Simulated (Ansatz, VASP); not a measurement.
**As: VASP beside Ansatz**

POSCAR

```
As
1.0
    3.5749087740      0.0000000000      0.0000000000
   -1.7874543870      3.0959618145      0.0000000000
    0.0000000000      0.0000000000     26.4156438000
As
2
Direct
    0.3333333333      0.6666666667      0.3206196299
    0.6666666667      0.3333333333      0.3724477827
```

File INCAR.step1:

```
SYSTEM = As
ALGO = Normal ; DIPOL = 0.5 0.5 0.347
EDIFF = 1E-4 ; ENCUT = 520
GGA = PE ; IDIPOL = 3
ISMEAR = 0 ; LASPH = .TRUE.
LCHARG = .FALSE. ; LDIPOL = .TRUE.
LREAL = .FALSE. ; LWAVE = .TRUE.
NBANDS = 12 ; NELM = 100
PREC = Accurate ; SIGMA = 0.01
```

Contents of INCAR.step2:

```
SYSTEM = As
ALGO = Normal ; DIPOL = 0.5 0.5 0.347
EDIFF = 1E-7 ; ENCUT = 520
IDIPOL = 3 ; ISIF = 2
ISMEAR = 0 ; ISTART = 1
LASPH = .TRUE. ; LCHARG = .FALSE.
LDIPOL = .TRUE. ; LMIXTAU = .TRUE.
LREAL = .FALSE. ; LWAVE = .FALSE.
METAGGA = R2SCAN ; NBANDS = 12
NELM = 100 ; PREC = Accurate
SIGMA = 0.01
```

Contents of KPOINTS:

```
k-points
0
G
  12 12 1
  0 0 0
```

Input for Ansatz:

```yaml
crystal:
  lattice:
    - [3.574908774, 0.0, 0.0]
    - [-1.787454387, 3.0959618145, 0.0]
    - [0.0, 0.0, 26.4156438]
  atoms:
    - { symbol: As, position: [0.3333333333, 0.6666666667, 0.3206196299] }
    - { symbol: As, position: [0.6666666667, 0.3333333333, 0.3724477827] }
  periodic: [true, true, false]
kpoints:
  mp_grid: { grid: [12, 12, 1] }
  band_path:
    path:
      - [0.0, 0.0, 0.0]
      - [0.5, 0.0, 0.0]
      - [0.3333333333, 0.3333333333, 0.0]
      - [0.0, 0.3125, 0.0]
    npoints: 1
hamiltonian:
  xc: r2scan
scf:
  occupations: { method: fixed }
  n_extra_bands: 4
output:
  forces: true
  stress: true
  eigenvalues: true
```

The cell was built by a generator and needn't be a form met in nature.

Alike in both runs: task single point; functional r2SCAN; k mesh 12 × 12 × 1; no spin polarisation.

```csv
,VASP,Ansatz
version,VASP 6.6.1,Ansatz 0.2.0
potentials or method,"VASP PAW PBE potentials, release 64 (As)","plane waves, PAW"
plane-wave cutoff (eV),520,500
occupations,"gaussian, width 0.01 eV",fixed
valence electrons in the cell,10,30
```

|  | VASP | Ansatz | Ansatz less VASP |
| --- | --- | --- | --- |
| gap on the k mesh at the Fermi level (eV) | 1.99 | 1.99 | -0.007 |
| rms of the force components (eV/Å) | 0.036 | 0.000 | -0.0361 |

Atom by atom the forces differ by 0.036 eV/Å (rms over components). The two sets of potentials don't hold the same shells in valence.

Caveats: the PAW data sets were made with another functional, which shifts forces and pressure a little (VASP).
